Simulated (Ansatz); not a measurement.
MgI2 built on the CdCl2 prototype (r2SCAN+rVV10 geometry), in Ansatz:

```cif
data_structure
_symmetry_space_group_name_H-M 'R-3m:H'
_symmetry_Int_Tables_number 166
_cell_length_a 4.1574
_cell_length_b 4.1574
_cell_length_c 20.6770
_cell_angle_alpha 90.000
_cell_angle_beta 90.000
_cell_angle_gamma 120.000
_cell_volume 309.49
loop_
_atom_site_label
_atom_site_type_symbol
_atom_site_symmetry_multiplicity
_atom_site_Wyckoff_symbol
_atom_site_fract_x
_atom_site_fract_y
_atom_site_fract_z
_atom_site_occupancy
Mg1 Mg 3 a 0.00000 0.00000 0.00000 1
I1 I 6 c 0.00000 0.00000 0.25269 1
```

G0W0@PBE with 388 empty bands, a screening cutoff of 140 eV and a 4×4×4 mesh (PAW, contour deformation) gives 4.888 eV over the mesh points, from a PBE gap of 3.263 eV; it sums over 410 bands with 367 plane waves in the screening and a wave cutoff of 420 eV. G0W0 here is at a finite number of bands, screening cutoff and k mesh, not at the basis limit. (Calculated; spin-unpolarised; the phase may be known or hypothetical.)

Task: Estimate the gap with starting point LDA.

Result: 4.760 eV (-0.128 eV), from a Kohn-Sham gap of 3.082 eV.

Task: Estimate the gap with starting point HSE06.

Result: 5.318 eV (+0.430 eV), from a Kohn-Sham gap of 4.198 eV.

Task: Another run gave a Kohn-Sham gap of 3.263 eV and a G0W0 gap of 4.967 eV, summing over 734 bands with 695 plane waves in the screening and a wave cutoff of 420 eV. What was changed?

Result: Empty bands 712, screening cutoff 210 eV. The counts of bands and plane waves show it.

Task: Estimate the gap with empty bands 167, screening cutoff 80 eV.

Result: 4.729 eV (-0.159 eV), from a Kohn-Sham gap of 3.263 eV.

No spin-orbit coupling is included; it can move band edges with weight on the heavy atoms by tenths of an eV.
